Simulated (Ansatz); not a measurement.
The same path of CH3N2O (7 atoms, charge -1, multiplicity 1) was run twice with different band settings. The coordinate that changes most is the height of N3 over the plane of its neighbours.

All numbers below come from RKS r2SCAN-D4/6-31G* in Ansatz.

Relaxed end points:

```xyz
7
Properties=species:S:1:pos:R:3
N -0.851 1.017 -0.321
C -0.234 -0.158 -0.298
N 1.080 -0.090 0.347
O -0.561 -1.295 -0.741
H -1.715 0.830 -0.846
H 1.063 0.670 1.026
H 1.217 -0.974 0.833
```

```xyz
7
Properties=species:S:1:pos:R:3
N -0.862 1.013 -0.305
C -0.318 -0.190 -0.174
N 0.751 -0.219 0.827
O -0.566 -1.297 -0.732
H -1.620 0.867 -0.985
H 1.168 0.711 0.874
H 1.447 -0.884 0.496
```

Common settings: movable images 7; climbing image yes; spring 5.0 eV/Å²; optimiser quadratic models (default); start path through a guess of the saddle point; iteration limit 60; end points relaxed.

| run | force threshold |
| --- | --- |
| 1 | 0.05 eV/Å |
| 2 | 0.2 eV/Å |

**Question.** What does each run give, and how far can it be trusted?

**Answer.** Run 1: converged after 6 iterations, highest image 0.182 eV above the first end. A vibrational analysis at the climbing image gives one clearly imaginary mode, 668i cm⁻¹: a first-order saddle point.
Run 2: converged after 5 iterations, highest image 0.183 eV above the first end. The threshold of 0.2 eV/Å is loose, so the images may lie well off the minimum-energy path. Another band between the same ends (7 images) ends at a top of the same energy, where a vibrational analysis finds 1 clearly imaginary mode.
Limits of this set-up: an anion without diffuse functions, the dipole of an ion depends on the origin.
